For this open, diamond-like form of aluminium, the choice of functional decides the result. Going from PBE to LDA strengthens the binding, counted from spherical unpolarised atoms, by 0.38 eV/atom and shrinks the preferred volume by an estimated 5 % or so. Dropping relativity changes the binding by only 15 meV/atom and the volume by about 0.1 %. Effort is therefore best spent first on the functional, then on smearing and the k mesh, and hardly at all on relativity.

Ansatz 0.2.0, all-electron LAPW: diamond-structure Al (2 atoms, 27.64 Å³/atom, cell relaxed with PAW). The base run uses scalar-relativistic PBE without spin, 9 × 9 × 9 k points, Fermi–Dirac smearing of 0.08 eV and a basis error target of 0.25 meV/atom. Pressure is positive in compression; electronic free energies count from spherical, unpolarised atoms at the same level.

```tsv
change from the base run	pressure (GPa)	energy less free atoms (eV/atom)
base	-0.04	-3.003
volume scaled by 0.96	1.61	-2.998
volume scaled by 0.98	0.74	-3.002
volume scaled by 1.02	-0.74	-3.002
volume scaled by 1.04	-1.38	-2.998
functional lda	-1.86	-3.381
functional pbesol	-1.02	-3.259
no relativity	-0.01	-3.018
```

The functional matters because it treats a crystal and a free atom differently. An atom's density falls away into vacuum, so it varies strongly relative to its own size; in a metal the valence density is much smoother. The gradient terms in PBE lower the energy of the atom more than that of the crystal, and binding weakens. By the same argument they favour a stretched crystal over a compressed one and push outward. LDA has no such terms, and in the PBE cell it is under tension: its pressure of −1.86 GPa means that it wants a smaller cell.

PBEsol has a weaker gradient term in exchange and falls between the two. It lies about halfway from LDA to PBE in pressure, but only a third of the way in binding. The two measures need not agree, because pressure depends on the crystal alone while binding also contains the atom. The third is tied to the reference used here: letting the atom take its real spin and shape is expected to lower it more in PBE and PBEsol than in LDA, which would widen the step from LDA to PBE and move PBEsol nearer the middle. A ranking of functionals by binding has to name its atoms.

A pressure becomes a volume once the stiffness is known. A quadratic curve fitted to the five relativistic PBE volumes gives, with P the pressure in GPa and x the fractional volume change from the base cell,

P = −0.04 − 37.3x + 96x².

One per cent of volume therefore corresponds to about 0.37 GPa. Integrating this curve reproduces the PBE energy changes to within 0.05 meV/atom, although no energy entered the fit.

For LDA, which was not in the fit, suppose that the curve keeps its shape and only moves down until it passes through −1.86 GPa at x = 0. The condition 0 = −1.86 − 37.3x + 96x² gives x ≈ −0.045. PBE's own zero lies at about −0.001, so LDA prefers a volume some 4.4 % smaller than PBE does. If the curve is instead rescaled along the volume axis, the answer is 5.4 %. Both versions borrow the PBE stiffness and reach slightly beyond the computed volumes, so "about 5 %" is as much as they support.

The borrowed cell hardly affects the binding energy. Letting LDA relax to its own volume would gain only about 7 meV/atom on the shifted curve, and a little more on the rescaled one, because energy changes with the square of a small strain while pressure changes in proportion to it. For the same reason energies are a less sensitive guide to volume, even though in this series they agree with the pressures. Near the minimum, an error of 0.25 meV/atom that did not cancel between volumes could hide a change of 0.9 %. For volumes, read the pressure.

Relativity shows how much can cancel. Leaving it out raises the total energy of the crystal by 12.49 eV/atom, yet nearly all of this belongs to the inner electrons and appears in the free atom too. Crystal and atom must therefore always be computed at the same level. The 15 meV/atom that remains has a plausible chemical origin: relativity lowers the s-like bottom of the valence bands by 0.03 eV relative to the lowest p-like levels at Γ, which are empty in this metal, and by 0.025 eV relative to the Fermi level. If bonding moves charge from s to p, that move then costs more, which would make binding slightly weaker with relativity than without.

Smearing deserves more attention than its technical name suggests. It acts like heat in the electrons, and their entropy grows as the crystal expands, which creates an outward pressure. The usual correction, half the entropy term, puts this at 0.07 GPa, or 0.2 % in volume, about twice the effect of relativity. It also lowers the crystal's energy by about 8 meV/atom. These are estimates from the entropy, not runs at a smaller width. All runs also share one k mesh, whose error was not tested and could be as large as the effect of relativity.

The costs follow from scaling. Changing the functional or relativity leaves the basis and the mesh almost unchanged, so relativity may as well stay on. Halving the smearing would typically call for twice as many k points in each direction, eight times as many in all. A five-point volume series needs five runs, but it supplies the stiffness that turns later pressures into volumes.

The required accuracy sets the choice. If tenths of an eV matter, the functional must be justified before anything else is refined. The energies in the table are not cohesive energies to compare with experiment: the reference atoms are spherical and unpolarised, which overstates binding in every row, by an amount expected to differ between functionals, and ordinary aluminium has a different, close-packed structure. When two aluminium structures are compared at one level, the atoms cancel, and a few meV of smearing can then matter. If the LDA volume is needed to better than 1 %, run LDA once at a volume about 5 % smaller and read its pressure; the printed analysis below gives the estimates to start from.

Output of the analysis:

```
fit of P on 5 rows (pbe > 0): constant -0.03914 +/- 0.0047, coefficient of strain -37.3 +/- 0.11, coefficient of strain**2 96.43 +/- 4.5; rms 0.00428, worst volume scaled by 1.02 -0.00657, leave-one-out rms 0.0177
  rows outside the fit (model, value, miss): functional lda -0.03914, -1.86, 1.82; functional pbesol -0.03914, -1.02, 0.981; no relativity -0.03914, -0.01, -0.0291
PBE bulk modulus at the base volume, GPa: 37.3
pressure that goes with 1 % of volume, GPa: 0.373
energy rise at 4 % compression from the pressures, meV/atom: 5.232
energy rise at 4 % compression from the energies, meV/atom: 5.2
largest disagreement of the two routes over the PBE volumes, meV/atom: 0.04607
volume change whose energy rise is 0.25 meV/atom, %: 0.8816
LDA energy less PBE energy (both less free atoms), eV/atom: -0.378
PBEsol energy less PBE energy (both less free atoms), eV/atom: -0.256
LDA volume against PBE volume, curve shifted in pressure, %: -4.368
LDA volume against PBE volume, curve rescaled in volume, %: -5.42
PBEsol volume against PBE volume, curve shifted in pressure, %: -2.46
PBEsol volume against PBE volume, curve rescaled in volume, %: -2.76
estimated LDA energy change on relaxing its volume, meV/atom: -7.418
PBEsol place between LDA (0) and PBE (1) in pressure: 0.4615
PBEsol place between LDA (0) and PBE (1) in binding: 0.3228
total crystal energy, LDA less PBE, eV/atom: 24.62
total crystal energy, no relativity less base, eV/atom: 12.49
energy less free atoms, no relativity less base, meV/atom: -15
pressure, no relativity less base, GPa: 0.03
estimated volume change on dropping relativity, %: 0.08024
widening of the s-like bottom to p-like top distance by relativity, eV: 0.02818
energy lowering by smearing in the base run (half the entropy term), meV/atom: 8.215
outward pressure added by smearing, GPa: 0.07062
volume increase that this smearing pressure gives, %: 0.1893
```
